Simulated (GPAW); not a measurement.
A run of GPAW 26.7.0 is set up as follows.

File run.py:

```python
from ase import Atoms
from ase.dft.bandgap import bandgap
from ase.io import write
from ase.units import GPa
from gpaw import GPAW, PW

atoms = Atoms(['Cu', 'Cu', 'Cu', 'Cu', 'O', 'O'],
              cell=[[4.26, 0.0, 0.0],
                    [0.0, 4.26, 0.0],
                    [0.0, 0.0, 4.26]],
              scaled_positions=[[0.25, 0.25, 0.25],
                                [0.25, 0.75, 0.75],
                                [0.75, 0.75, 0.25],
                                [0.75, 0.25, 0.75],
                                [0.0, 0.0, 0.0],
                                [0.5, 0.5, 0.5]],
              pbc=True)

calc = GPAW(mode=PW(600),
            xc='PBE',
            kpts={'size': (6, 6, 6), 'gamma': True},
            occupations={'name': 'fermi-dirac', 'width': 0.05},
            nbands=51,
            convergence={'density': 1e-05, 'energy': 1e-05},
            maxiter=150,
            txt='gpaw.txt')
atoms.calc = calc
energy = atoms.get_potential_energy()
forces = atoms.get_forces()
stress = atoms.get_stress()
calc.write('gs.gpw')
write('result.traj', atoms)
print(f'Energy: {energy:.6f} eV')
print('Forces (eV/A):')
print(forces.round(4))
print('Stress (GPa):', (stress / GPa).round(3))
print('Fermi level:', round(calc.get_fermi_level(), 4), 'eV')
print(f'Gap: {bandgap(calc)[0]:.4f} eV, direct: {bandgap(calc, direct=True)[0]:.4f} eV')

path = atoms.cell.bandpath('GXMGRX,MR', npoints=80, eps=1e-4)
bs_calc = calc.fixed_density(kpts=path, symmetry='off', nbands=72,
                             convergence={'bands': 'CBM+6.0', 'eigenstates': 1e-6}, txt='bands.txt')
bs = bs_calc.band_structure()
bs.write('bs.json')
print(f'Gap on the path: {bandgap(bs_calc)[0]:.4f} eV')
```

Potentials or basis: GPAW PAW data sets (gpaw-data 1.2.1), pw.

Command:

```console
$ OMP_NUM_THREADS=1 python run.py
```

(1) Estimate the band gap along the path.

(2) Predict the pressure.

(3) Predict the band gap on the k mesh.

Answers

(1) 0.54 eV, direct.

(2) 3.5 GPa.

(3) 0.54 eV, direct.

Caveat: with this Cu data set, volumes or pressures lay over 1.5 % or 2 GPa off other programs in two to four cells of ten; the cutoff is short for stress and forces, so pressures can be off by a GPa or more.

**The experiment to reproduce.**

“Importance of surface oxygen vacancies for ultrafast hot carrier relaxation and transport in Cu2O”, 2021, arxiv:2103.03167 quotes, for a bulk crystal of Cu2O: band gap 2.17 eV (direct).

Measured gap of Cu2O: 2.17 eV (direct; quoted in “Importance of surface oxygen vacancies for ultrafast hot carrier relaxation and transport in Cu2O”, 2021, arxiv:2103.03167). This calculation gives 0.54 eV (-1.63 eV). So large a miss can be the level of theory's own, or it may mean another phase, state or a wrong row. The value is that of PBE, without temperature or zero-point motion. Semilocal functionals fall short of measured gaps as a rule.
